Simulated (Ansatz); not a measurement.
All numbers below come from Ansatz 0.2.0, DFT PBE, scalar-relativistic, plane waves, PAW. All cells share a 420 eV cutoff and Γ-centred k meshes spaced at most about 0.3 Å⁻¹ (about 0.25 or finer for metals, 2π included). No spin polarisation.

These are static total energies at zero pressure.

Question: Which of these relaxed structures of PbO2 is the lowest in energy?
A. Space group Cmce (No. 64), orthorhombic, a = 5.423 Å, b = 5.461 Å, c = 5.384 Å. Pb has 4 O at 2.26 Å and 4 O at 2.45 Å; O has 2 Pb at 2.26 Å, 2 Pb at 2.45 Å and 6 O at 2.71–2.73 Å.
B. Space group P4_2/mnm (No. 136), tetragonal, a = 5.082 Å, c = 3.443 Å. Around Pb lie 6 O at 2.21 Å; O is surrounded by 3 Pb at 2.21 Å.
C. Space group Fd-3m (No. 227), cubic, a = 9.556 Å. Pb is surrounded by 6 O at 2.24 Å; O has 3 Pb at 2.24 Å.
D. Space group I-42m (No. 121), tetragonal, a = 5.916 Å, c = 8.446 Å. Around Pb on a site of symmetry -42m lie 4 O at 2.17 Å; around Pb on a site of symmetry -4 lie 2 O at 2.11 Å and 4 O at 2.25 Å; O on a site of symmetry m is surrounded by 3 Pb at 2.17–2.25 Å; around O on a site of symmetry 222 lie 2 Pb at 2.11 Å.

Answer: B. The next of these, A, lies 107 meV/atom higher. Forms: B rutile type, P4_2/mnm; A Cmce; C Fd-3m; D I-42m. Counting O atoms around Pb (those within 1.25 times the shortest such distance or 1.15 times the sum of covalent radii; a slash parts the counts of unlike sites): B has Pb 6; A has Pb 8; C has Pb 6; D has Pb 4/6. Origin: A, C and D, invented; B, reached from a cell as deposited in COD, among other starts. Shaken at random and relaxed again, C came back.

For metals, differences of a few meV/atom aren't resolved. These runs have no spin–orbit coupling, which can matter for Pb. Cells without such a test can be saddle points. Some candidate types were left out of the draw beforehand, so a known form may be missing.
